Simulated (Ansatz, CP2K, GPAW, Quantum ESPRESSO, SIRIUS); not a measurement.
# HgTe: bulk modulus by level of theory

Symmetry: F-43m, No. 216, cubic system. Conventional cell: a = 6.429 Å, b = 6.429 Å, c = 6.429 Å, α = 90.00°, β = 90.00°, γ = 90.00°. Hg (site symmetry -43m) has 4 Te at 2.78 Å as nearest neighbours. Around Te (site symmetry -43m) lie 4 Hg at 2.78 Å.

| rung | level | program and potentials | cutoff (eV) | k mesh | smearing | core time | chip | bulk modulus (GPa) | notes |
| --- | --- | --- | --- | --- | --- | --- | --- | --- | --- |
| LDA | LDA | Ansatz, Ansatz PAW | 420 | 7 × 7 × 7 | fermi-dirac 0.05 | 12 s | Intel Xeon 6975P-C Granite Rapids | 47.3 | potentials made for PBE, which Ansatz adapts in part |
| meta-GGA + dispersion | r2SCAN+D3(BJ) | Ansatz, Ansatz PAW | 500 | 7 × 7 × 7 | fermi-dirac 0.05 | 63 s | Arm Neoverse V1 | 42.6 | potentials made for PBE, which Ansatz adapts in part |
| GGA | AM05 | GPAW, PAW data sets generated for this functional | 600 | 6 × 6 × 6 | fermi-dirac 0.05 | 90 s | Arm Neoverse V2 | 39.1 | - |
| GGA | WC | GPAW, PAW data sets generated for this functional | 600 | 6 × 6 × 6 | fermi-dirac 0.05 | 94 s | Intel Xeon Platinum 8488C Sapphire Rapids | 41.9 | - |
| GGA + dispersion | PBEsol+D3(zero damping) | GPAW, PAW data sets generated for this functional | 600 | 6 × 6 × 6 | fermi-dirac 0.05 | 99 s | Intel Xeon Platinum 8488C Sapphire Rapids | 46.4 | - |
| LDA | LDA | CP2K, GTH_POTENTIALS Hg GTH-PADE-q12, Te GTH-PADE-q6; TZVP-MOLOPT-PBE-GTH basis | - | 7 × 7 × 7 | fermi-dirac 0.05 | 1.9 min | Arm Neoverse V2 | 46.7 | atomic basis |
| GGA + dispersion | BP86+D4 | GPAW, PAW data sets generated for this functional | 600 | 6 × 6 × 6 | fermi-dirac 0.05 | 1.9 min | Arm Neoverse V1 | 44.9 | - |
| LDA | LDA | Ansatz, all-electron LAPW, scalar-relativistic | - | 7 × 7 × 7 | fermi-dirac 0.05 | 2.2 min | Arm Neoverse V2 | 47.4 | - |
| GGA | PBEsol | Quantum ESPRESSO, GBRV 1.5 PBEsol | 612 | 7 × 7 × 7 | fermi-dirac 0.05 | 2.2 min | Arm Neoverse V2 | 42.3 | - |
| LDA | LDA | Quantum ESPRESSO, PseudoDojo 0.4.1 SR LDA standard | 1088 | 7 × 7 × 7 | fermi-dirac 0.05 | 4.6 min | Arm Neoverse V2 | 47.5 | - |
| GGA | PBEsol | SIRIUS, PseudoDojo 0.4.1 PBEsol standard (scalar relativistic) | 1102 | 7 × 7 × 7 | fermi-dirac 0.05 | 10 min | Intel Xeon Platinum 8375C Ice Lake | 42.2 | - |

Times are single runs on shared hosts and different chips, so they are rough; meshes, cutoffs and the tasks' sizes weigh on the time. Task: equation of state. All rows: no spin polarisation. Smearing widths are in eV. The cell comes from a database and isn't always the measured one. For a metal such meshes aren't converged. Meshes differ between rows, which moves values too. Meshes are those of the run's cell of 2 atoms unless a note names another. Runs on faulty files, with rough fits or with known faults for this quantity aren't shown. No row holds spin-orbit coupling.

By rung: LDA 47.3 to 47.5; GGA 39.1 to 42.3; GGA + dispersion 44.9 to 46.4; meta-GGA + dispersion 42.6; LDA in atomic bases 46.7 (GPa).
